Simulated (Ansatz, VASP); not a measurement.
**Two plane-wave programs on SnO**

```xyz
2
Lattice="3.0401 0.0000 0.0000 0.0000 3.0401 0.0000 0.0000 0.0000 3.0401" Properties=species:S:1:pos:R:3 pbc="T T T"
Sn    0.0000    0.0000    0.0000
O     1.5200    1.5200    1.5200
```

Alike in both runs: task single point; functional r2SCAN; k mesh 6 × 6 × 6; occupations fermi-dirac, width 0.02 eV; no spin polarisation.

|  | VASP | Ansatz |
| --- | --- | --- |
| version | VASP 6.6.1 | Ansatz 0.2.0 |
| potentials or method | VASP PAW PBE potentials, release 64 (Sn_d, O) | plane waves, PAW |
| plane-wave cutoff (eV) | 520 | 500 |
| valence electrons in the cell | 20 | 20 |

|  | VASP | Ansatz | Ansatz less VASP |
| --- | --- | --- | --- |
| pressure (GPa) | 8.4 | 8.1 | -0.24 |

Caveats: the PAW data sets were made with another functional, which shifts forces and pressure a little (VASP).
